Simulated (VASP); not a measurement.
**InAs: band structure with PBE0**

**Experimental background.**

A printed reference work, data compilation reports, for a bulk crystal of InAs at 4.2 K: band gap 0.418 eV (direct).

Crystal: InAs.

```
In As
1.0
     0.00000    3.04545    3.04545
     3.04545    0.00000    3.04545
     3.04545    3.04545    0.00000
In As
1 1
Cartesian
  0.0000 0.0000 0.0000
  1.5227 1.5227 1.5227
```

| Item | Value |
| --- | --- |
| Program | VASP 6.6.1 |
| Task | band structure |
| Functional | PBE0 |
| Potentials or basis | VASP PAW PBE potentials, release 64 (In_d, As) |
| Cutoff | 520 eV |
| k mesh | 8 × 8 × 8 |
| Occupations | gaussian, width 0.03 eV |
| Spin | no spin polarisation |
| Grid for exact exchange (PRECFOCK) | Fast |
| Exchange at q = 0 | truncated |
| Further INCAR settings | ALGO = Normal; EDIFF = 1e-06 |

```yaml
Pressure: 0.1 GPa
Band_gap_on_the_k_mesh: 0.91 eV, direct
Band_gap_along_the_path: 0.91 eV, direct
```

Levels at points of the mesh, in eV from the valence-band top:
```csv
k point,band 6,band 7,band 8,band 9,band 10,band 11,band 12,band 13
"(0.00, 0.00, 0.00)",-13.02,0.00,0.00,0.00,0.91,5.30,5.30,5.30
"(0.50, 0.00, 0.00)",-11.48,-6.27,-1.07,-1.07,2.18,6.10,6.10,8.32
"(0.50, 0.50, 0.00)",-10.90,-6.35,-2.52,-2.52,2.76,3.34,10.82,11.02
```

Run time: 11 min on 8 MPI ranks on AMD EPYC 9R45 96-Core Processor (Zen 5) (shared host), peak memory 0.32 GiB a rank.

A measured gap of InAs is 0.418 eV (direct; 4.2 K; a printed reference work, data compilation); the calculated 0.91 eV misses it by +0.49 eV. Spin-orbit coupling on As, In is left out. The value is that of PBE0, without temperature or zero-point motion.

Caveat: the PAW data sets were made with another functional, which shifts forces and pressure a little; spin-orbit coupling is left out, which moves the levels of the heavy elements.
